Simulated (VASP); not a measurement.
# W (Im-3m) in VASP: further runs

Runs on W. Level: PBE. Tasks: relaxation of cell and atoms, vibrations by finite differences.

Everything below comes from runs of VASP 6.6.1. Logs are shortened: lines on timing, memory, paths and dates and some standing lists are left out, and cuts for length are marked.

### 1 Starting point

Symmetry: Im-3m, No. 229, cubic system. The conventional cell has a = 3.165 Å, b = 3.165 Å, c = 3.165 Å, α = 90.00°, β = 90.00°, γ = 90.00°. W (site symmetry m-3m) has 8 W at 2.74 Å as nearest neighbours.

### 2 Relaxation of cell and atoms, PBE

File INCAR:

```
PREC = Accurate
ENCUT = 520
EDIFF = 1E-7
ISMEAR = 0
SIGMA = 0.1
LREAL = F
LASPH = T
NELM = 60
ALGO = Normal
ISIF = 3
LWAVE = F
LCHARG = F
GGA = PE
IBRION = 2
NSW = 80
EDIFFG = -0.002
```

File KPOINTS:

```
regular mesh
0
Gamma
  26 26 26
```

File POSCAR:

```
W
1.0
   -1.5823450000      1.5823450000      1.5823450000
    1.5823450000     -1.5823450000      1.5823450000
    1.5823450000      1.5823450000     -1.5823450000
W
1
Direct
    0.0000000000      0.0000000000      0.0000000000
```

Potentials or basis: VASP PAW PBE potentials, release 64 (W_sv).

On the command line:

```
$ cat potpaw_PBE.64/W_sv/POTCAR > POTCAR
$ mpirun -np 1 vasp_std > vasp.out
```

OUTCAR:

```text
PREC = Accurate
   ENCUT = 520
   EDIFF = 1E-7
   ISMEAR = 0
   LREAL = F
   LASPH = T
   NELM = 60
   ISIF = 3
   GGA = PE
   IBRION = 2
   NSW = 80
   EDIFFG = -0.002

 ion  position               nearest neighbor table
   1  0.000  0.000  0.000-

  LATTYP: Found a body centered cubic cell.
 ALAT       =     3.1646900000

  Lattice vectors:

 A1 = (  -1.5823450000,   1.5823450000,   1.5823450000)
 A2 = (   1.5823450000,  -1.5823450000,   1.5823450000)
 A3 = (   1.5823450000,   1.5823450000,  -1.5823450000)

Analysis of symmetry for initial positions (statically):
=====================================================================
 Subroutine PRICEL returns:
 Original cell was already a primitive cell.

 Routine SETGRP: Setting up the symmetry group for a
 body centered cubic supercell.

 Subroutine GETGRP returns: Found 48 space group operations
 (whereof 48 operations were pure point group operations)
 out of a pool of 48 trial point group operations.

The static configuration has the point symmetry O_h .

Analysis of symmetry for dynamics (positions and initial velocities):
=====================================================================
 Subroutine PRICEL returns:
 Original cell was already a primitive cell.

 Routine SETGRP: Setting up the symmetry group for a
 body centered cubic supercell.

 Subroutine GETGRP returns: Found 48 space group operations
 (whereof 48 operations were pure point group operations)
 out of a pool of 48 trial point group operations.

The dynamic configuration has the point symmetry O_h .

 Subroutine INISYM returns: Found 48 space group operations
 (whereof 48 operations are pure point group operations),
 and found     1 'primitive' translations

----------------------------------------------------------------------------------------

                                     Primitive cell

  volume of cell :      15.8476

  direct lattice vectors                    reciprocal lattice vectors
    -1.582345000  1.582345000  1.582345000     0.000000000  0.315986716  0.315986716
     1.582345000 -1.582345000  1.582345000     0.315986716  0.000000000  0.315986716
     1.582345000  1.582345000 -1.582345000     0.315986716  0.315986716  0.000000000

  length of vectors
     2.740701935  2.740701935  2.740701935     0.446872699  0.446872699  0.446872699

  position of ions in fractional coordinates (direct lattice)
     0.000000000  0.000000000  0.000000000

  ion indices of the primitive-cell ions
   primitive index   ion index
                 1           1

----------------------------------------------------------------------------------------

 KPOINTS: regular mesh

Automatic generation of k-mesh.
 Grid dimensions read from file:
 generate k-points for:   26   26   26

 Generating k-lattice:

  Cartesian coordinates                     Fractional coordinates (reciprocal lattice)
     0.000000000  0.012153335  0.012153335     0.038461538  0.000000000  0.000000000
     0.012153335  0.000000000  0.012153335     0.000000000  0.038461538  0.000000000
     0.012153335  0.012153335  0.000000000     0.000000000  0.000000000  0.038461538

  Length of vectors
     0.017187412  0.017187412  0.017187412

  Shift w.r.t. Gamma in fractional coordinates (k-lattice)
     0.000000000  0.000000000  0.000000000

 Subroutine IBZKPT returns following result:
 ===========================================

 Found    511 irreducible k-points:

 Following reciprocal coordinates:
            Coordinates               Weight
  0.000000  0.000000  0.000000      1.000000
  0.038462  0.000000  0.000000     12.000000
  0.076923  0.000000  0.000000     12.000000
  0.115385  0.000000  0.000000     12.000000
  0.153846  0.000000  0.000000     12.000000
  0.192308  0.000000  0.000000     12.000000
[... 16 lines left out ...]
  0.346154  0.038462  0.000000     48.000000
  0.384615  0.038462  0.000000     48.000000
 [... further k-points ...]
   k-points           NKPTS =    511   k-points in BZ     NKDIM =    511   number of bands    NBANDS=     11
   number of dos      NEDOS =    301   number of ions     NIONS =      1
   total plane-waves  NPLWV =   8000
   dimension x,y,z NGX =    20 NGY =   20 NGZ =   20
   dimension x,y,z NGXF=    40 NGYF=   40 NGZF=   40
   ions per type =               1
   NGX,Y,Z   is equivalent  to a cutoff of  12.13, 12.13, 12.13 a.u.
   NGXF,Y,Z  is equivalent  to a cutoff of  24.26, 24.26, 24.26 a.u.
 SYSTEM =  unknown system
   PREC   = accura    normal or accurate (medium, high low for compatibility)
   ISTART =      0    job   : 0-new  1-cont  2-samecut
   ICHARG =      2    charge: 1-file 2-atom 10-const
   ISPIN  =      1    spin polarized calculation?
   LNONCOLLINEAR =      F non collinear calculations
   LSORBIT =      F    spin-orbit coupling
   LASPH  =      T    aspherical Exc in radial PAW
   ENCUT  =  520.0 eV  38.22 Ry    6.18 a.u.   5.10  5.10  5.10*2*pi/ulx,y,z
   NELM   =     60;   NELMIN=  2; NELMDL= -5     # of ELM steps
   EDIFF  = 0.1E-06   stopping-criterion for ELM
   LREAL  =      F    real-space projection
   EDIFFG = -.2E-02   stopping-criterion for IOM
   NSW    =     80    number of steps for IOM
   IBRION =      2    ionic relax: 0-MD 1-quasi-New 2-CG
   NFREE  =      1    steps in history (QN), initial steepest desc. (CG)
   ISIF   =      3    stress and relaxation
   ISYM   =      2    0-nonsym 1-usesym 2-fastsym
   POTIM  = 0.5000    time-step for ionic-motion
   TEBEG  =    0.0;   TEEND  =   0.0 temperature during run
   PSTRESS=    0.0 pullay stress
   NELECT =      14.0000    total number of electrons
   NUPDOWN=      -1.0000    fix difference up-down
   EMIN   =  10.00;   EMAX   =-10.00  energy-range for DOS
   EFERMI =   0.00;   METHOD = LEGACY
   ISMEAR =     0;   SIGMA  =   0.10  broadening in eV -4-tet -1-fermi 0-gaus
   EFERMI_NEDOS =   21; number of points for ismear=-14 and -15
   IALGO  =     38    algorithm
   IMIX   =      4    mixing-type and parameters
     AMIX     =   0.40;   BMIX     =  1.00
     AMIX_MAG =   1.60;   BMIX_MAG =  1.00
  volume/ion in A,a.u.               =      15.85       106.94
  Fermi-wavevector in a.u.,A,eV,Ry     =   1.570832  2.968442 33.572544  2.467512
  Thomas-Fermi vector in A             =   2.672506
   LORBIT       =      0    0 simple, 1 ext, 2 COOP (PROOUT), +10 PAW based schemes
   GGA     = PE    functional components
   LHFCALC =     F    Hartree Fock is set to
   AEXX    =    0.0000 exact exchange contribution
   IVDW    =     0    specifies the selected vdW correction
   LEPSILON=     F    determine dielectric tensor
   LRPA    =     F    only Hartree local field effects (RPA)
 conjugate gradient relaxation of ions
 non-spin polarized calculation
 Gauss-broadening in eV      SIGMA  =   0.10
  energy-cutoff  :      520.00
  volume of cell :       15.85
 maximum number of plane-waves:       440
   NGX = 11   NGY = 11   NGZ = 11

--------------------------------------- Ionic step        1  -------------------------------------------

 number of electron      14.0000004 magnetization

 Free energy of the ion-electron system (eV)
  ---------------------------------------------------
  ext. energy  EPLUGINS =         0.00000000
  ---------------------------------------------------
  free energy    TOTEN  =       -12.94976579 eV

  energy without entropy =      -12.94748917  energy(sigma->0) =      -12.94862748

------------------------ aborting loop because EDIFF is reached ----------------------------------------

  FORCE on cell =-STRESS in cart. coord.  units (eV):
  Direction    XX          YY          ZZ          XY          YZ          ZX
  --------------------------------------------------------------------------------------
  -------------------------------------------------------------------------------------
  Total        0.6105180      0.6105180      0.6105180      0.0000000     -0.0000000      0.0000000
  in kB       61.7227825     61.7227825     61.7227825      0.0000000     -0.0000000      0.0000000
  external PRESSURE =      61.7227825 kB  Pullay stress =       0.0000000 kB

 VOLUME and BASIS-vectors are now :
 -----------------------------------------------------------------------------
  energy-cutoff  :      520.00
  volume of cell :       15.85
      direct lattice vectors                 reciprocal lattice vectors
    -1.582345000  1.582345000  1.582345000     0.000000000  0.315986716  0.315986716
     1.582345000 -1.582345000  1.582345000     0.315986716  0.000000000  0.315986716
     1.582345000  1.582345000 -1.582345000     0.315986716  0.315986716  0.000000000
[... 71 lines left out ...]
 POSITION                                       TOTAL-FORCE (eV/Angst)
 -----------------------------------------------------------------------------------
      0.00000      0.00000      0.00000         0.000000     -0.000000      0.000000
 -----------------------------------------------------------------------------------
    total drift:                                0.000000     -0.000000      0.000000

  FREE ENERGIE OF THE ION-ELECTRON SYSTEM (eV)
  ---------------------------------------------------
  free  energy   TOTEN  =       -12.9556524522 eV

  energy  without entropy=      -12.9533453907  energy(sigma->0) =      -12.95449892

--------------------------------------- Ionic step        4  -------------------------------------------

 number of electron      14.0000000 magnetization

 Free energy of the ion-electron system (eV)
  ---------------------------------------------------
  ext. energy  EPLUGINS =         0.00000000
  ---------------------------------------------------
  free energy    TOTEN  =       -12.95565803 eV

  energy without entropy =      -12.95335110  energy(sigma->0) =      -12.95450457

 E-fermi :  11.1712     XC(G=0): -13.5324

 val. band max:       11.1708629443   @ k =   0.4231   0.0769   0.0385
 cond. band min:      11.1754465664   @ k =  -0.2692   0.3462   0.1923
 fundamental gap:      0.0045836221
 Fermi energy:        11.1712361319

 k-point     1 :       0.0000    0.0000    0.0000
  band No.  band energies     occupation
      1     -63.0452      2.00000
      2     -26.6344      2.00000
      3     -26.6344      2.00000
      4     -26.6344      2.00000
      5       1.6365      2.00000
      6       9.9684      2.00000
      7       9.9684      2.00000
      8       9.9684      2.00000
      9      13.3816      0.00000
     10      13.3816      0.00000
     11      25.6398      0.00000

 k-point     2 :       0.0385    0.0000    0.0000
  band No.  band energies     occupation
      1     -63.0435      2.00000
      2     -26.6534      2.00000
      3     -26.6404      2.00000
      4     -26.6345      2.00000
      5       1.7070      2.00000
      6       9.9252      2.00000
      7       9.9596      2.00000
      8      10.0359      2.00000
      9      13.3102      0.00000
     10      13.3819      0.00000
     11      25.7009      0.00000
[... 295 lines left out ...]
 k-point    24 :       0.3846    0.0385    0.0000
  band No.  band energies     occupation
      1     -62.9325      2.00000
      2     -27.7387      2.00000
      3     -26.9994      2.00000
      4     -26.6475      2.00000
      5       5.0775      2.00000
      6       7.8636      2.00000
      7      10.6040      2.00000
      8      13.3031      0.00000
      9      14.0993      0.00000
     10      16.1176      0.00000
     11      23.0314      0.00000

 [... further k-points ...]

------------------------ aborting loop because EDIFF is reached ----------------------------------------

  FORCE on cell =-STRESS in cart. coord.  units (eV):
  Direction    XX          YY          ZZ          XY          YZ          ZX
  --------------------------------------------------------------------------------------
  -------------------------------------------------------------------------------------
  Total       -0.0007126     -0.0007126     -0.0007126      0.0000000      0.0000000     -0.0000000
  in kB       -0.0706532     -0.0706532     -0.0706532      0.0000000      0.0000000     -0.0000000
  external PRESSURE =      -0.0706532 kB  Pullay stress =       0.0000000 kB

 VOLUME and BASIS-vectors are now :
 -----------------------------------------------------------------------------
  energy-cutoff  :      520.00
  volume of cell :       16.16
      direct lattice vectors                 reciprocal lattice vectors
    -1.592673031  1.592673031  1.592673031     0.000000000  0.313937632  0.313937632
     1.592673031 -1.592673031  1.592673031     0.313937632  0.000000000  0.313937632
     1.592673031  1.592673031 -1.592673031     0.313937632  0.313937632  0.000000000

 POSITION                                       TOTAL-FORCE (eV/Angst)
 -----------------------------------------------------------------------------------
      0.00000      0.00000     -0.00000        -0.000000      0.000000     -0.000000
 -----------------------------------------------------------------------------------
    total drift:                                0.000000     -0.000000      0.000000

  FREE ENERGIE OF THE ION-ELECTRON SYSTEM (eV)
  ---------------------------------------------------
  free  energy   TOTEN  =       -12.9556580327 eV

  energy  without entropy=      -12.9533511016  energy(sigma->0) =      -12.95450457

 reached required accuracy - stopping structural energy minimisation
```

It took 62 s on 1 thread of Intel Xeon 6975P-C (Granite Rapids), shared host; peak memory 0.21 GiB.

What came out:

```
Free energy                            : -12.9557 eV
Relaxed volume                         : 16.16 Å³/atom
Relaxed cell                           : a = 2.759 Å, b = 2.759 Å, c = 2.759 Å, α = 109.47°, β = 109.47°, γ = 109.47°
Space group after relaxing (to 0.05 Å) : Im-3m (No. 229)
Energy gained by relaxing              : 5.9 meV/atom
Ionic steps                            : 4
Pressure after relaxing                : 0.0 GPa
Band gap on the k mesh                 : none (metal or under the smearing width)
```

The path:
```
step  energy change (eV)  largest force (eV/Å)  pressure (GPa)  volume (Å³)
   1              0.0000                0.0000            6.17        15.85
   2              0.0608                0.0000          -17.84        17.29
   3             -0.0059                0.0000           -0.17        16.17
   4             -0.0059                0.0000           -0.01        16.16
```

Final structure:
```xyz
1
Lattice="-1.5927 1.5927 1.5927 1.5927 -1.5927 1.5927 1.5927 1.5927 -1.5927" Properties=species:S:1:pos:R:3 pbc="T T T"
W     0.0000    0.0000    0.0000
```

### 3 Relaxation of cell and atoms, PBE

This run uses another cell than the first one, of 16.16 Å³/atom, 1.020 times its volume.

INCAR is that of step 2.

KPOINTS is that of step 2.

File POSCAR:

```
W                                       
1.0
   -1.5926730312      1.5926730312      1.5926730312
    1.5926730312     -1.5926730312      1.5926730312
    1.5926730312      1.5926730312     -1.5926730312
  W             
     1
Direct
     0.0000000000000000    0.0000000000000000    0.0000000000000000
```

Potentials or basis: VASP PAW PBE potentials, release 64 (W_sv).

On the command line:

```
$ cat potpaw_PBE.64/W_sv/POTCAR > POTCAR
$ mpirun -np 1 vasp_std > vasp.out
```

Wall time 25 s (1 thread of Intel Xeon 6975P-C (Granite Rapids), shared host); peak memory 0.21 GiB.

The run converged. Its results:

```
Free energy             : -12.9559 eV
Pressure after relaxing : 0.0 GPa
Band gap on the k mesh  : none (metal or under the smearing width)
```

Final structure:
```
W
1.0
    -1.59267    1.59267    1.59267
     1.59267   -1.59267    1.59267
     1.59267    1.59267   -1.59267
W
1
Cartesian
  0.0000 0.0000 0.0000
```

Levels at points of the mesh, in eV from the Fermi level:
```csv
k point,band 5,band 6,band 7,band 8,band 9,band 10
"(0.00, 0.00, 0.00)",-9.53,-1.20,-1.20,-1.20,2.21,2.21
"(0.50, 0.00, 0.00)",-6.16,-3.48,0.61,2.09,3.05,5.97
"(0.50, 0.50, 0.50)",-5.69,-5.69,5.02,5.02,5.02,8.09
```

Caveat: the relaxation stopped at its first step, so nothing moved.

### 4 Vibrations by finite differences, PBE

This run uses another cell than the first one, of 16.16 Å³/atom, 1.020 times its volume.

File INCAR:

```
PREC = Accurate
ENCUT = 520
EDIFF = 1E-8
ISMEAR = 0
SIGMA = 0.1
LREAL = F
LASPH = T
NELM = 60
ALGO = Normal
ISIF = 3
LWAVE = F
LCHARG = F
GGA = PE
NBANDS = 13
IBRION = 6
NFREE = 2
POTIM = 0.015
NSW = 1
```

KPOINTS is that of step 3.

POSCAR is that of step 3.

Potentials or basis: VASP PAW PBE potentials, release 64 (W_sv).

On the command line:

```
$ cat potpaw_PBE.64/W_sv/POTCAR > POTCAR
$ mpirun -np 1 vasp_std > vasp.out
```

OUTCAR:

```text
PREC = Accurate
   ENCUT = 520
   EDIFF = 1E-8
   ISMEAR = 0
   LREAL = F
   LASPH = T
   NELM = 60
   ISIF = 3
   GGA = PE
   IBRION = 6
   NFREE = 2
   POTIM = 0.015
   NSW = 1

 ion  position               nearest neighbor table
   1  0.000  0.000  0.000-

  LATTYP: Found a body centered cubic cell.
 ALAT       =     3.1853460624

[... 818 lines left out ...]
      0.000000  0.000000  0.000000     1.000000    0.000000    0.000000

   2 f  =    0.000000 THz     0.000000 2PiTHz    0.000000 cm-1     0.000000 meV
             X         Y         Z           dx          dy          dz
      0.000000  0.000000  0.000000     0.000000    1.000000    0.000000

   3 f  =    0.000000 THz     0.000000 2PiTHz    0.000000 cm-1     0.000000 meV
             X         Y         Z           dx          dy          dz
      0.000000  0.000000  0.000000     0.000000    0.000000    1.000000

--------------------------------------------------------------------------------------------------------

 ELASTIC MODULI CONTR FROM IONIC RELAXATION (kBar)
 Direction    XX          YY          ZZ          XY          YZ          ZX
 --------------------------------------------------------------------------------
 XX           0.0000      0.0000      0.0000      0.0000      0.0000      0.0000
 YY           0.0000      0.0000      0.0000      0.0000      0.0000      0.0000
 ZZ           0.0000      0.0000      0.0000      0.0000      0.0000      0.0000
 XY           0.0000      0.0000      0.0000      0.0000      0.0000      0.0000
 YZ           0.0000      0.0000      0.0000      0.0000      0.0000      0.0000
 ZX           0.0000      0.0000      0.0000      0.0000      0.0000      0.0000
 --------------------------------------------------------------------------------

 TOTAL ELASTIC MODULI (kBar)
 Direction    XX          YY          ZZ          XY          YZ          ZX
 --------------------------------------------------------------------------------
 XX        5087.9783   2020.5334   2020.5334     -0.0000     -0.0000     -0.0000
 YY        2020.5334   5087.9783   2020.5334     -0.0000     -0.0000      0.0000
 ZZ        2020.5334   2020.5334   5087.9783      0.0000     -0.0000      0.0000
 XY          -0.0000     -0.0000      0.0000   1442.8424     -0.0000      0.0000
 YZ          -0.0000     -0.0000     -0.0000     -0.0000   1442.8424      0.0000
 ZX          -0.0000      0.0000      0.0000      0.0000      0.0000   1442.8424
 --------------------------------------------------------------------------------
```

OSZICAR:

```text
N       E                     dE             d eps       ncg     rms          rms(c)
DAV:   1     0.846104759145E+02    0.84610E+02   -0.74650E+03 13347   0.122E+03
DAV:   2    -0.119299271090E+02   -0.96540E+02   -0.92760E+02 15001   0.316E+02
DAV:   3    -0.135842560794E+02   -0.16543E+01   -0.16486E+01 14426   0.399E+01
[... 15 lines left out ...]
DAV:   3    -0.129558602465E+02    0.47271E-03   -0.12835E-03 15681   0.542E-01    0.212E-02
DAV:   4    -0.129558553452E+02    0.49013E-05   -0.17560E-04 14658   0.153E-01    0.549E-03
DAV:   5    -0.129558588600E+02   -0.35148E-05   -0.51066E-06 14369   0.256E-02    0.712E-04
DAV:   6    -0.129558589746E+02   -0.11460E-06   -0.14970E-07 14421   0.408E-03    0.342E-04
DAV:   7    -0.129558589670E+02    0.75734E-08   -0.11310E-09  8333   0.420E-04
  15 F= -.12955859E+02 E0= -.12954706E+02  d E =-.230693E-02
```

Run time: 24 min. Hardware: 1 thread of Intel Xeon 6975P-C (Granite Rapids), shared host; peak memory 1.6 GiB.

What came out:

- Elastic constants C11, C12, C44: 509, 202, 144 GPa
- Voigt bulk modulus: 304 GPa

Elastic tensor in Voigt notation (GPa, in the Cartesian axes of the cell as first typed):
```
509 202 202   0   0   0
202 509 202   0   0   0
202 202 509   0   0   0
  0   0   0 144   0   0
  0   0   0   0 144   0
  0   0   0   0   0 144
```

Clamped-ion elastic tensor (GPa):
```
509 202 202   0   0   0
202 509 202   0   0   0
202 202 509   0   0   0
  0   0   0 144   0   0
  0   0   0   0 144   0
  0   0   0   0   0 144
```

Spin-orbit coupling is left out, which matters for the levels of W.
